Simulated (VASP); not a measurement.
# VASP 6.6.1 run: Si

INCAR

```
PREC = Accurate
SIGMA = 0.02
LASPH = .TRUE.
GGA = PE
LREAL = .FALSE.
NSW = 0
LWAVE = .FALSE.
IBRION = -1
ENCUT = 520
NBANDS = 11
ISMEAR = -1
LCHARG = .FALSE.
NELM = 56
ISIF = 2
EDIFF = 1E-7
```

KPOINTS

```
KPOINTS created by Atomic Simulation Environment
0
Gamma
1 1 1
0 0 0
```

POSCAR

```
Si
 1.0000000000000000
     0.0000000000000000    2.7765612735000000    2.7765612735000000
     2.7765612735000000    0.0000000000000000    2.7765612735000000
     2.7765612735000000    2.7765612735000000    0.0000000000000000
 Si
   2
Cartesian
  0.0000000000000000  0.0000000000000000  0.0000000000000000
  1.3882806367499998  1.3882806367499998  1.3882806367499998
```

The recommended PBE PAW datasets give the neutral cell 8 valence electrons.

Command

```
mpirun -np 1 vasp_std
```

Task: Predict the outcome of this run.

Result: It converged. Results: gap between bands v and c on the k mesh 2.28 eV; least direct gap on the k mesh 2.28 eV; pressure 31.5 GPa. Band v is the last that the valence electrons fill when counted band by band, and c is the next.

OSZICAR

```
N       E                     dE             d eps       ncg     rms          rms(c)
DAV:   1     0.266120262700E+02    0.26612E+02   -0.36024E+03    22   0.541E+02
DAV:   2     0.507252850608E+01   -0.21539E+02   -0.19934E+02    38   0.749E+01
DAV:   3     0.453143483579E+01   -0.54109E+00   -0.54077E+00    28   0.121E+01
DAV:   4     0.452885981064E+01   -0.25750E-02   -0.25748E-02    22   0.111E+00
DAV:   5     0.452883433471E+01   -0.25476E-04   -0.25476E-04    25   0.108E-01    0.767E+00
DAV:   6     0.518992819177E+01    0.66109E+00   -0.18605E-01    22   0.228E+00    0.473E+00
DAV:   7     0.553394775734E+01    0.34402E+00   -0.61479E-01    22   0.419E+00    0.424E-01
DAV:   8     0.552128028528E+01   -0.12667E-01   -0.12404E-02    22   0.674E-01    0.908E-02
DAV:   9     0.552023791094E+01   -0.10424E-02   -0.11406E-03    22   0.199E-01    0.749E-02
DAV:  10     0.552006268604E+01   -0.17522E-03   -0.14990E-04    22   0.742E-02    0.126E-02
DAV:  11     0.552005707953E+01   -0.56065E-05   -0.62875E-06    22   0.157E-02    0.474E-03
DAV:  12     0.552005626868E+01   -0.81086E-06   -0.84445E-07    22   0.564E-03    0.851E-04
DAV:  13     0.552005633327E+01    0.64592E-07   -0.14876E-08    14   0.785E-04
   1 F= 0.55200563E+01 E0= 0.55200563E+01  d E =-.352295E-10
```

Standard output (part)

```
POSCAR found type information on POSCAR Si
 POSCAR found :  1 types and       2 ions
 LDA part: xc-table for (Slater+PW92), standard interpolation
 POSCAR, INCAR and KPOINTS ok, starting setup
 WAVECAR not read
 entering main loop
```

These settings aren't sound, so the numbers aren't properties of the crystal.

The fault: one k point for a small cell.

On sound settings PBE gives a gap of 0.72 eV on its mesh and a pressure of -3.7 GPa for the intended cell. This run's energy (σ→0) differs from it by 8172 meV an atom.
